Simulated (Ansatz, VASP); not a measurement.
# GaSb: VASP beside Ansatz

Wanted: the spread between two codes on one cell, functional and k mesh. Of the first pair: The structure shown is the start of the Ansatz relaxation below; VASP solves that cell, so the two are compared at the walk's first step.

Calculated with Ansatz 0.2.0; plane waves, with VASP 6.6.1 beside it; single point at r2SCAN.

**1. Set-up**

The structure is orthorhombic, space group Imm2 (No. 44). The conventional cell has a = 4.251 Å, b = 4.338 Å, c = 6.159 Å, α = 90.00°, β = 90.00°, γ = 90.00°. Ga has 4 Sb at 2.63 to 2.65 Å nearest. Nearest to Sb lie 4 Ga at 2.63 to 2.65 Å. Farther neighbours are not listed.

**2. Ansatz: relaxation, r2SCAN**

Ansatz runs on its PAW soft_1 files.

The two programs are compared at the cell with which this relaxation starts, whose forces are those of its first step.

The input, input.yaml:

```yaml
crystal:
  lattice:
    - [-0.0309508665, 3.0366014595, 3.0795362149]
    - [3.0366014595, -0.0309508665, 3.0795362149]
    - [3.005650593, 3.005650593, 0.0]
  atoms:
    - { symbol: Ga, position: [0.0007122871, 0.0007122871, -0.0006979255] }
    - { symbol: Sb, position: [0.7492877129, 0.7492877129, 0.7506979255] }
  conventional_axes: [[0, 0, 1], [1, -1, 0], [1, 1, -1]]
kpoints:
  mp_grid: { grid: [12, 12, 12], shift: [0.5, 0.5, 0.5] }
hamiltonian:
  xc: r2scan
  pseudopotentials: { kind: paw, azcp: { folder: soft_1 } }
scf:
  occupations: { method: gaussian, width: 0.02 }
output:
  forces: true
  stress: true
  eigenvalues: true
relax:
  adjacent_minimum: "off"
  f_tol: 0.001
  max_steps: 60
  cell: { stress_tol: 0.01, fix: [a, angles] }
```

The run is started by

```
$ ansatz run input.yaml --threads 4 --pin off --max-ram 10240MiB --backend cpu --events-out ev --progress --plain --runs-dir out
```

Numbers of over 12 decimals in the logs are rounded to 6 here.

What it wrote:

```text
Engine: ansatz 0.2.0, aarch64-unknown-linux-gnu
Pseudopotentials: kind: paw
Pseudopotential: Ga, paw, valence charge 13, recommended cutoff 500 eV (meta_gga), soft_1/Ga.paw.azcp
Pseudopotential: Sb, paw, valence charge 15, recommended cutoff 500 eV (meta_gga), soft_1/Sb.paw.azcp
Functional definition: r2SCAN
  parameter k0 = 0.174
  parameter k1 = 0.065
  parameter a1 = 4.9479
  exchange = r2scan_x(k0 = k0, k1 = k1, a1 = a1)
  correlation = r2scan_c
Crystal: 2 atoms, lattice volume = 56.787 Å³
Basis set: ecut = 500 eV, 1439 PW (Γ), exchange–correlation on 128×128×128 points (64 copies of the dense FFT grid, shifted against one another)
Bands: 18, of which v1, the nominal top of the filled ones, is band 14 counted from 1 (13 counted from 0)
Symmetry: 2 space group operations
Space group: Cm (ITA 8), of the structure as read, at distance tolerance 3.8e-5 Å
k-points: 468 of 1728 (time reversal used)
Non-local potential: Ga, projectors of the file, l = 0: 2, l = 1: 2, l = 2: 3, l = 3: 1
Non-local potential: Sb, projectors of the file, l = 0: 2, l = 1: 2, l = 2: 2, l = 3: 1
PAW form: soft (Blöchl's): semilocal exchange-correlation on the pseudo side does not see the compensation charge
PAW frozen core: Ga, regenerated for the run's functional (the file was generated under x = pbe(κ = 0.804, μ = 0.219515), c = pbe(β = 0.066725))
PAW frozen core: Sb, regenerated for the run's functional (the file was generated under x = pbe(κ = 0.804, μ = 0.219515), c = pbe(β = 0.066725))
PAW one-centre angular grid: Ga, 590 points (default); XC on 160 Gauss nodes
PAW one-centre angular grid: Sb, 590 points (default); XC on 160 Gauss nodes
Initial density: superposition of atomic densities (chi_scale 0.1, normalization cell, long waves kept (reshape's long-wave potential 0.00 eV rms))
Initial wavefunctions: pseudopotential atomic-orbital guess
Functional: x = r2scan, c = r2scan; τ floored in thin density (d = 2e-4 eV/Å³)
iter 1 solved again at ethr=1.71e-3 eV; its pass at ethr=3.10e-3 eV (dr2=4.79e-1 eV) is discarded
SCF iter   1: F=—  HF=-10289.888867 eV  |F-HF|=—  |Δ(HF+E_count)|=         —  Δρ=3.67e-2  dr2=4.78e-1  dr2_τ=4.91e-3  ethr=1.71e-3  ⟨swp⟩=1.0  Hψ=58211  notcnv=0
preconditioner: auto → none  [insulator: Δε(μ)=0.550 eV  Ē_g=15.623 eV  σ=0.020 eV  W_gap=1.00  n_scr=14 (ndim 8)  ℏωp=20.9 eV  f_vac=0.006  D(μ)=0.00/eV (n_scr^D=0)  ε∞_Penn≈2.8]
SCF iter   2: F=—  HF=-10289.915802 eV  |F-HF|=—  |Δ(HF+E_count)|=   2.69e-2  Δρ=1.70e-2  dr2=8.58e-2  dr2_τ=8.80e-4  ethr=1.71e-3  ⟨swp⟩=2.8  Hψ=13509  notcnv=0
SCF iter   3: F=—  HF=-10289.943481 eV  |F-HF|=—  |Δ(HF+E_count)|=   2.77e-2  Δρ=7.37e-3  dr2=2.34e-2  dr2_τ=1.52e-4  ethr=3.07e-4  ⟨swp⟩=2.7  Hψ=15365  notcnv=0
SCF iter   4: F=—  HF=-10289.933177 eV  |F-HF|=—  |Δ(HF+E_count)|=   1.03e-2  Δρ=7.32e-4  dr2=1.47e-4  dr2_τ=5.71e-6  ethr=8.34e-5  ⟨swp⟩=3.0  Hψ=17368  notcnv=0
SCF iter   5: F=—  HF=-10289.933243 eV  |F-HF|=—  |Δ(HF+E_count)|=   6.58e-5  Δρ=3.48e-4  dr2=2.42e-5  dr2_τ=5.25e-7  ethr=5.25e-7  ⟨swp⟩=2.0  Hψ=15007  notcnv=0
SCF iter   6: F=—  HF=-10289.933253 eV  |F-HF|=—  |Δ(HF+E_count)|=   9.81e-6  Δρ=3.80e-5  dr2=5.42e-7  dr2_τ=1.09e-8  ethr=8.63e-8  ⟨swp⟩=2.0  Hψ=14976  notcnv=0
SCF iter   7: F=-10289.933253 eV  HF=-10289.933253 eV  |F-HF|=2.08e-8  |Δ(HF+E_count)|=   1.18e-7  Δρ=1.03e-5  dr2=3.19e-8  dr2_τ=7.10e-10  ethr=3.57e-10  ⟨swp⟩=7.0  Hψ=44717  notcnv=0
SCF 1 converged in 7 iterations: F = -10289.933253 eV  dr2 = 3.19e-8
  greatest PAW one-centre occupation: 0.994 electrons in one spin orbital (limit 2), on the Sb atom at site 1 (counted from 0), in its partial waves of l = 2
relax step   1: F+E_penalty+E_count = -10289.93325307 eV  Δ(F+E_penalty+E_count) = +0.000e0 eV  max|allowed force component| = 7.531e-2 eV/Å  Δτ_max = 0.0000 Å  P = +0.887 GPa  Ω = 56.787 Å³  fix = [a, alpha, beta, gamma]  reactions: a +2.240 GPa; beta +0.003 GPa/rad  (7 SCF iters, dr2 threshold 1.00e-7 eV, accepted)
[...]
relax step   2: F+E_penalty+E_count = -10289.93355850 eV  Δ(F+E_penalty+E_count) = -3.054e-4 eV  max|allowed force component| = 5.664e-2 eV/Å  Δτ_max = 0.0084 Å  P = +0.516 GPa  Ω = 57.142 Å³  energy of the carried Pulay correction = -7.265e-5 eV  fix = [a, alpha, beta, gamma]  reactions: a +1.694 GPa; beta +0.003 GPa/rad  (5 SCF iters, dr2 threshold 2.00e-7 eV, accepted)
[...]
relax step   3: F+E_penalty+E_count = -10289.93382340 eV  Δ(F+E_penalty+E_count) = -2.649e-4 eV  max|allowed force component| = 7.522e-5 eV/Å  Δτ_max = 0.0040 Å  P = +0.627 GPa  Ω = 57.035 Å³  energy of the carried Pulay correction = -5.086e-5 eV  fix = [a, alpha, beta, gamma]  reactions: a +1.879 GPa; beta +0.003 GPa/rad  (5 SCF iters, dr2 threshold 2.00e-7 eV, accepted)
[...]
relax step   4: F+E_penalty+E_count = -10289.93387574 eV  Δ(F+E_penalty+E_count) = -5.234e-5 eV  max|allowed force component| = 2.276e-5 eV/Å  Δτ_max = 0.0000 Å  P = +0.628 GPa  Ω = 57.035 Å³  fix = [a, alpha, beta, gamma]  reactions: a +1.879 GPa; beta +0.003 GPa/rad  stress off target by 5.07e-3 GPa on what of the cell is left free  SCF on the basis re-selected at this cell (its energy is not comparable with the rows above)  (7 SCF iters)
basis re-selected at this cell: Δ(F+E_penalty+E_count) = -5.234e-5 eV, ΔP = +0.001 GPa vs the last step (what re-selecting the basis moved, of the pressure what is left beyond the Pulay correction that the steps carried, after the strain that the cell walked since its last selection, with what the two solves' SCF thresholds leave and, on support functions, any second-order correction that the steps lacked; it is no m [...]
SCF converged after 7 iterations
Free energy (F): -10289.933876 eV
Harris-Foulkes:  -10289.933876 eV  (|F-HF|=0.00e0)
Internal energy: -10289.933876 eV  (E = F + TS)
E sigma→0 (E₀):  -10289.933876 eV
Fermi energy:    7.978386 eV
--- Per-component energies (eV) ---
  E_band       = -275.177307
  E_kinetic    = 273.722875
  E_local      = -3376.212346  (includes V_loc(G=0)·N_el)
  E_nonlocal   = 299.520720
  E_hartree    = 1732.037529
  E_xc         = -147.235347
  E_vxc        = -151.653847  (∫ρ·V_xc dr)
  E_paw        = -6574.416830  (= ΣΔE_a)
  E_vpaw       = -793.266847  (= ΣTr[D̂ρ^β])
  E_aug_tail   = 0.000078  (compensation charges beyond the density's cutoff)
  E_vtau       = 8.637007  (kinetic-family band-sum trace: ∫τ·v_τ [+ j·A + Jᵃ·Aᵃ] dr)
  E_ewald      = -2497.203547
  E_core_change = -0.147008  (= ΣΔE_core)
  E_smearing   = -0.000000  (= −TS)
  E_closure    = 0.000000  (closes the sum)
  Σ components = -10289.933876   (vs F -10289.933876, Δ=0.00e0)
--- Forces (eV/Å), atoms counted from 1 ---
  atom   1  Ga     0.00000016     0.00000016    -0.00002288
  atom   2  Sb    -0.00000016    -0.00000016     0.00002263
  max |Σ_I F_I| component: 2.50e-7 eV/Å
--- Stress (GPa, compression-positive) ---
        0.942068       0.936994      -0.001863
        0.936994       0.942068      -0.001863
       -0.001863      -0.001863      -0.001312
  P = ⅓ Tr σ = 0.6276 GPa (6.276 kbar)
--- Band table (eV; the first three rows and the last of 468) ---
  k-point 0: bands = [... 10 lower, -4.2505, 7.2267, 7.6009, 7.6519, 8.5421, 10.6202, 10.7671, 10.8342]
  k-point 1: bands = [... 10 lower, -4.1457, 6.2203, 7.2424, 7.5469, 9.0160, 10.7222, 10.8551, 11.5075]
  k-point 2: bands = [... 10 lower, -3.8926, 4.7776, 6.8820, 7.2939, 9.0315, 11.0906, 11.3154, 12.4761]
  k-point 467: bands = [... 10 lower, -2.4454, 1.1422, 5.8095, 6.3074, 8.8883, 11.5790, 11.8907, 14.8879]
--- Relaxed structure (3 steps of the walk, 3 accepted, 1 SCFs on fresh bases) ---
  F+E_penalty+E_count = -10289.93387574 eV   max|allowed force component| = 2.276e-5 eV/Å   (the final SCF, on the basis selected at the relaxed cell)
  cell:  # Å, volume = 57.0348 Å³
    - [-0.031385, 3.037035, 3.092124]
    - [3.037035, -0.031385, 3.092124]
    - [3.005650593, 3.005650593, 0.0]
  atoms:
    - { symbol: Ga, position: [0.00143358, 0.00143358, -0.00141957] }
    - { symbol: Sb, position: [0.748566, 0.748566, 0.751420] }
```

(Continued in part 2 of 4.)

[Lines on the potential files, build, host, timing and source positions are cut from VASP's logs without a mark.]

[Logs are printed without paths, hosts, clocks, repeated set-up lines and the standing remarks that a program may print on its own settings, such as how far it seeks lower states.]

[Hosts, paths, dates, database ids (printed as entryN), source tags and the programs' standing remarks are cut or masked in the printed files.]
